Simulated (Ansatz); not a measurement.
**Orbital-resolved density of states of Sc**

```yaml
crystal:
  lattice:
    - [0.00000, 2.30972, 2.30972]
    - [2.30972, 0.00000, 2.30972]
    - [2.30972, 2.30972, 0.00000]
  atoms:
    - { symbol: Sc, position: [0.00000, 0.00000, 0.00000] }
```

The structure comes from a relaxation in the same program, started in the fcc type, and has space group Fm-3m. Whether it is a known phase or the ground state wasn't checked.

Spin polarisation is left out, and whether a magnetic state lies lower isn't shown here.

All numbers below come from DFT, PBE, all-electron LAPW, scalar-relativistic (Ansatz 0.2.0).

Numerical set-up: a Γ-centred 13×13×13 k mesh, Fermi–Dirac smearing of 0.03 eV, basis error target 0.25 meV/atom, no spin polarisation.

States per eV for one atom of each kind, in 0.4 eV bins named by their centres, from the Fermi level, projected on a minimal set of Löwdin-orthogonalised atomic shells; orbitals are real harmonics on the Cartesian axes, equal curves share a column, and empty bins are left out, as is all above 2.1 eV, near the top of the computed bands.

Sc 3d:

```
# E all dz2=dx2-y2 dxz=dyz=dxy
-3.9 0.01 0.00 0.00
-3.5 0.02 0.00 0.00
-3.1 0.03 0.01 0.01
-2.7 0.07 0.01 0.01
-2.3 0.13 0.03 0.02
-1.9 0.28 0.05 0.06
-1.5 0.58 0.16 0.09
-1.1 0.72 0.22 0.09
-0.7 0.79 0.26 0.09
-0.3 1.75 0.17 0.47
0.1 1.55 0.14 0.42
0.5 1.54 0.09 0.45
0.9 1.71 0.26 0.39
1.3 1.35 0.33 0.23
1.7 1.74 0.35 0.35
```

Sc 4s:

```
# E all
-5.1 0.02
-4.7 0.08
-4.3 0.12
-3.9 0.16
-3.5 0.19
-3.1 0.22
-2.7 0.25
-2.3 0.28
-1.9 0.32
-1.5 0.31
-1.1 0.21
-0.7 0.08
-0.3 0.03
0.1 0.07
0.5 0.05
0.9 0.10
1.3 0.10
1.7 0.02
```
